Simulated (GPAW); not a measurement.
# SnTe (Fm-3m) in GPAW: further runs, part 2 of 2

GPAW 26.7.0. Earlier steps stand in the parts before.

## Step 3: Relaxation of cell and atoms, RPBE+D4, target pressure 1 GPa, at which the enthalpy is minimised

Contents of run.py:

```python
from ase.calculators.mixing import SumCalculator
from ase.filters import FrechetCellFilter
from ase.io import read, write
from ase.optimize import BFGS
from ase.units import GPa
from dftd4.ase import DFTD4
from gpaw import GPAW, PW

atoms = read('POSCAR')

calc = GPAW(mode=PW(600),
            xc='RPBE',
            kpts={'size': (7, 7, 7), 'gamma': True},
            occupations={'name': 'fermi-dirac', 'width': 0.05},
            nbands=19,
            convergence={'density': 1e-05, 'forces': 0.0001},
            maxiter=150,
            txt='gpaw.txt')
atoms.calc = SumCalculator([calc, DFTD4(method='rpbe')])
opt = BFGS(FrechetCellFilter(atoms, scalar_pressure=1 * GPa), trajectory='relax.traj', logfile='-')
done = opt.run(fmax=0.05, steps=100)
calc.write('gs.gpw')
write('result.traj', atoms)
print('Converged:', done)
print('Cell:', atoms.cell.cellpar().round(4))
print('Volume:', round(atoms.get_volume(), 4))
print(atoms.get_scaled_positions().round(5))
```

Contents of POSCAR:

```
SnTe
1.0
    0.0000000000      3.1508500000      3.1508500000
    3.1508500000      0.0000000000      3.1508500000
    3.1508500000      3.1508500000      0.0000000000
Te Sn
1 1
Direct
    0.5000000000      0.5000000000      0.5000000000
    0.0000000000      0.0000000000      0.0000000000
```

Potentials or basis: the program's PAW data sets (release 1.2.1) made for this functional, pw.

The run is started by

```console
OMP_NUM_THREADS=1 python run.py
```

gpaw.txt:

```text
__  _  _
 | _ |_)|_||  |
 |__||  | ||/\| - 26.7.0

Input parameters:
  mode=PW(ecut=600.0),
  convergence={'density': 1e-05, 'forces': 0.0001},
  kpts=MonkhorstPack(size=(7, 7, 7), gamma=True),
  maxiter=150,
  nbands=19,
  occupations=Occupations(name='fermi-dirac', width=0.05),
  xc=XC(name='RPBE')

Diagonalizing LCAO Hamiltonian
Converting LCAO to pw mode

                 Te

       Sn

Atoms  # Å, Bohr magnetons
|   | symbol |        x |        y |        z |    initial magnetic moments |
|---|--------|----------|----------|----------|-----------------------------|
| 0 |     Te | 3.150850 | 3.150850 | 3.150850 | ( 0.0000,  0.0000,  0.0000) |
| 1 |     Sn | 0.000000 | 0.000000 | 0.000000 | ( 0.0000,  0.0000,  0.0000) |

Unit cell  # Å
| periodic |        x |        y |        z |  lengths |    angles |
|----------|----------|----------|----------|----------|-----------|
|      yes | 0.000000 | 3.150850 | 3.150850 | 4.455975 | 60.000000 |
|      yes | 3.150850 | 0.000000 | 3.150850 | 4.455975 | 60.000000 |
|      yes | 3.150850 | 3.150850 | 0.000000 | 4.455975 | 60.000000 |

Number of symmetries: 48
Symmetry operations  # r_c * U_cc + t_c -> r_c
|    | kind |            matrix            |
|----|------|------------------------------|
|  0 |  σ   |  1, 0, 0,  1, 0,-1,  1,-1, 0 |
|  1 |  C2  |  1, 0, 0,  1,-1, 0,  1, 0,-1 |
|  2 |  E   |  1, 0, 0,  0, 1, 0,  0, 0, 1 |
|  3 |  σ   |  1, 0, 0,  0, 0, 1,  0, 1, 0 |
[... 487 lines left out ...]
| -0.000000 | -0.023702 | -0.000000 |
| -0.000000 | -0.000000 | -0.023702 |

Forces  # eV/Ang
|        x |        y |       z |
|----------|----------|---------|
|  0.00000 | -0.00000 | 0.00000 |  # Te   0
| -0.00000 |  0.00000 | 0.00000 |  # Sn   1

Interpolating wave functions to new cell

                Te

       Sn

Atoms  # Å, Bohr magnetons
|   | symbol |         x |         y |        z |    initial magnetic moments |
|---|--------|-----------|-----------|----------|-----------------------------|
| 0 |     Te |  3.106290 |  3.106290 | 3.106290 | ( 0.0000,  0.0000,  0.0000) |
| 1 |     Sn | -0.000000 | -0.000000 | 0.000000 | ( 0.0000,  0.0000,  0.0000) |

Unit cell  # Å
| periodic |        x |        y |        z |  lengths |    angles |
|----------|----------|----------|----------|----------|-----------|
|      yes | 0.000002 | 3.106289 | 3.106289 | 4.392956 | 59.999961 |
|      yes | 3.106289 | 0.000002 | 3.106289 | 4.392956 | 59.999961 |
|      yes | 3.106289 | 3.106289 | 0.000002 | 4.392956 | 59.999961 |

Number of symmetries: 12
Symmetry operations  # r_c * U_cc + t_c -> r_c
|    | kind |            matrix            |
|----|------|------------------------------|
|  0 |  E   |  1, 0, 0,  0, 1, 0,  0, 0, 1 |
|  1 |  σ   |  1, 0, 0,  0, 0, 1,  0, 1, 0 |
|  2 |  σ   |  0, 1, 0,  1, 0, 0,  0, 0, 1 |
|  3 |  C3  |  0, 1, 0,  0, 0, 1,  1, 0, 0 |
|  4 |  C3  |  0, 0, 1,  1, 0, 0,  0, 1, 0 |
|  5 |  σ   |  0, 0, 1,  0, 1, 0,  1, 0, 0 |
|  6 |  C2  |  0, 0,-1,  0,-1, 0, -1, 0, 0 |
|  7 |  S6  |  0, 0,-1, -1, 0, 0,  0,-1, 0 |
|  8 |  S6  |  0,-1, 0,  0, 0,-1, -1, 0, 0 |
[... 192 lines left out ...]
Gap: 0.599 eV
Transition (v -> c):
  (s=0, k=43, n=9, [0.43, 0.43, 0.43]) -> (s=0, k=25, n=10, [0.43, 0.00, 0.00])
Direct/indirect transitions are different
Direct gap: 0.599 eV
Transition at: (s=0, k=43, n=9, [0.43, 0.43, 0.43])

Stress tensor  # eV/Ang^3
|         x |         y |         z |
|-----------|-----------|-----------|
| -0.035850 | -0.000000 | -0.000000 |
| -0.000000 | -0.035850 | -0.000000 |
| -0.000000 | -0.000000 | -0.035850 |

Forces  # eV/Ang
|        x |        y |        z |
|----------|----------|----------|
|  0.00000 |  0.00000 |  0.00000 |  # Te   0
| -0.00000 | -0.00000 | -0.00000 |  # Sn   1

# Writing to gs.gpw (mode='')
```

stdout:

```text
Step          Energy          fmax
BFGS:    0       -8.287088        0.374912
BFGS:    1       -8.292510        0.304426
BFGS:    2       -8.302442        0.017575
Converged: True
Cell: [ 4.393  4.393  4.393 60.    60.    60.   ]
Volume: 59.9453
[[0.5 0.5 0.5]
 [0.  0.  0. ]]
```

It took 84 s on 1 thread of Arm Neoverse V1, shared host; peak memory 0.26 GiB.

What came out:

* Free energy: -8.6767 eV
* Relaxed volume: 29.97 Å³/atom
* Relaxed cell: a = 4.393 Å, b = 4.393 Å, c = 4.393 Å, α = 60.00°, β = 60.00°, γ = 60.00°
* Space group after relaxing (to 0.05 Å): Fm-3m (No. 225)
* Energy change on relaxing (the enthalpy is what falls): +0.5 meV/atom
* Ionic steps: 3
* Pressure after relaxing: 1.1 GPa
* Dispersion energy per atom: -0.833 eV

Step by step:
| step | energy change (eV) | largest force (eV/Å) | pressure (GPa) | volume (Å³) |
| --- | --- | --- | --- | --- |
| 1 | 0.0000 | 0.0000 | -0.92 | 62.56 |
| 2 | -0.0023 | 0.0000 | -0.57 | 62.06 |
| 3 | 0.0010 | 0.0000 | 1.09 | 59.95 |

Final structure:
```cif
data_structure
_symmetry_space_group_name_H-M 'P 1'
_symmetry_Int_Tables_number 1
_cell_length_a 4.3930
_cell_length_b 4.3930
_cell_length_c 4.3930
_cell_angle_alpha 60.000
_cell_angle_beta 60.000
_cell_angle_gamma 60.000
_cell_volume 59.95
loop_
_atom_site_label
_atom_site_type_symbol
_atom_site_fract_x
_atom_site_fract_y
_atom_site_fract_z
_atom_site_occupancy
Te1 Te 0.50000 0.50000 0.50000 1
Sn1 Sn 0.00000 0.00000 0.00000 1
```

Caveat: this odd mesh misses L, where the gap lies, so gap, dielectric constants and Born charges aren't listed; later steps reuse the first step's grids.

## Step 4: Relaxation of cell and atoms, revPBE+D3(BJ)

Contents of run.py:

```python
from ase.calculators.mixing import SumCalculator
from ase.filters import FrechetCellFilter
from ase.io import read, write
from ase.optimize import BFGS
from dftd3.ase import DFTD3
from gpaw import GPAW, PW

atoms = read('SnTe.xyz')

calc = GPAW(mode=PW(600),
            xc='revPBE',
            kpts={'size': (7, 7, 7), 'gamma': True},
            occupations={'name': 'fermi-dirac', 'width': 0.05},
            nbands=19,
            convergence={'density': 1e-05, 'forces': 0.0001},
            maxiter=150,
            txt='gpaw.txt')
atoms.calc = SumCalculator([calc, DFTD3(method='revpbe', damping='d3bj')])
opt = BFGS(FrechetCellFilter(atoms), trajectory='relax.traj', logfile='-')
done = opt.run(fmax=0.01, steps=40)
calc.write('gs.gpw')
write('result.traj', atoms)
print('Converged:', done)
print('Cell:', atoms.cell.cellpar().round(4))
print('Volume:', round(atoms.get_volume(), 4))
print(atoms.get_scaled_positions().round(5))
```

Contents of SnTe.xyz:

```xyz
2
Lattice="0.0000000000 3.1508500000 3.1508500000 3.1508500000 0.0000000000 3.1508500000 3.1508500000 3.1508500000 0.0000000000" Properties=species:S:1:pos:R:3 pbc="T T T"
Te     3.1508500000      3.1508500000      3.1508500000
Sn     0.0000000000      0.0000000000      0.0000000000
```

The run is started by

```console
OMP_NUM_THREADS=1 python run.py
```

Run time: 47 s. Hardware: 1 thread of Arm Neoverse V1, shared host; peak memory 0.22 GiB.

Results (log left out):

- Free energy: -8.6969 eV
- Relaxed volume: 30.56 Å³/atom
- Relaxed cell: a = 4.422 Å, b = 4.422 Å, c = 4.422 Å, α = 60.00°, β = 60.00°, γ = 60.00°
- Space group after relaxing (to 0.05 Å): Fm-3m (No. 225)
- Energy gained by relaxing: 2.2 meV/atom
- Ionic steps: 3
- Pressure after relaxing: 0.0 GPa
- Dispersion energy per atom: -0.770 eV

Step by step:
| step | energy change (eV) | largest force (eV/Å) | pressure (GPa) | volume (Å³) |
| --- | --- | --- | --- | --- |
| 1 | 0.0000 | 0.0000 | -1.01 | 62.56 |
| 2 | -0.0015 | 0.0000 | -0.83 | 62.30 |
| 3 | -0.0045 | 0.0000 | 0.03 | 61.12 |

Final structure:
```cif
data_structure
_symmetry_space_group_name_H-M 'P 1'
_symmetry_Int_Tables_number 1
_cell_length_a 4.4215
_cell_length_b 4.4215
_cell_length_c 4.4215
_cell_angle_alpha 60.000
_cell_angle_beta 60.000
_cell_angle_gamma 60.000
_cell_volume 61.12
loop_
_atom_site_label
_atom_site_type_symbol
_atom_site_fract_x
_atom_site_fract_y
_atom_site_fract_z
_atom_site_occupancy
Te1 Te 0.50000 0.50000 0.50000 1
Sn1 Sn 0.00000 0.00000 0.00000 1
```

Levels at points of the mesh, in eV from the Fermi level:
```tsv
k point	band 6	band 7	band 8	band 9	band 10	band 11	band 12	band 13	band 14	band 15
(0.00, 0.00, 0.00)	-13.06	-4.62	-2.33	-2.33	-2.33	3.31	3.31	3.31	4.63	4.63
```

Caveat: this odd mesh misses L, where the gap lies, so gap, dielectric constants and Born charges aren't listed; later steps reuse the first step's grids.

## Step 5: The runs side by side

```csv
level,cell,fmax,max steps,target pressure,pressure (GPa),relaxed volume (Å³/atom)
RPBE+D3(BJ),relaxed,0.02 eV/Å,100,-,0.0,25.13
RPBE+D4,relaxed to 1 GPa,0.05 eV/Å,100,1 GPa,1.1,-
revPBE+D3(BJ),relaxed,0.01 eV/Å,40,-,0.0,30.56
```

Alike in all rows: task relaxation of cell and atoms; potentials or basis the program's PAW data sets (release 1.2.1) made for this functional, pw; no spin polarisation; k mesh 7 × 7 × 7; cutoff (eV) 600; smearing fermi-dirac 0.05 eV.

Caveats: later steps reuse the first step's grids; the volume moved by over 15 % at a fixed basis, so the end points are rough (some runs); the volume moved by -20 % from the deposited cell, more than functionals usually miss (some runs).

Absolute energies hang on the potentials; compare differences alone.
